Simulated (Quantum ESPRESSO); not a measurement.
The system is CuO.

```
Cu O
1.0
     2.55255    0.00000    0.00000
     0.00000    2.55255    0.00000
     0.00000    0.00000    2.55255
Cu O
1 1
Direct
  0.00000 0.00000 0.00000
  0.50000 0.50000 0.50000
```

Measurements of this composition are mostly on another form, of space group No. 15.

Base run:

| Quantity | Value |
| --- | --- |
| Program | Quantum ESPRESSO 7.5 |
| Functional | LDA |
| Potentials or basis | GBRV 1.5 LDA |
| Cutoff | 762 eV |
| Density cutoff | 6095 eV |
| k mesh | 10 × 10 × 10 |
| Occupations | fermi-dirac, width 0.05 eV |
| Spin | no spin polarisation |

Its results: band gap on the k mesh none (metal or under the smearing width); pressure 2.0 GPa.

Problem. The run is repeated on the same cell with these changes: functional from LDA to PBEsol; potentials or basis from GBRV 1.5 LDA to GBRV 1.5 PBEsol. What comes out?

Solution. Band gap on the k mesh none (metal or under the smearing width); pressure 10.3 GPa.

Caveats: an odd number of electrons without spin polarisation forces a metal; a magnetic or distorted state may lie lower; the run has no spin polarisation, though such a crystal can be magnetic; semilocal functionals often make such compounds metallic where correlation or magnetic order opens a gap, which also shifts bond lengths.
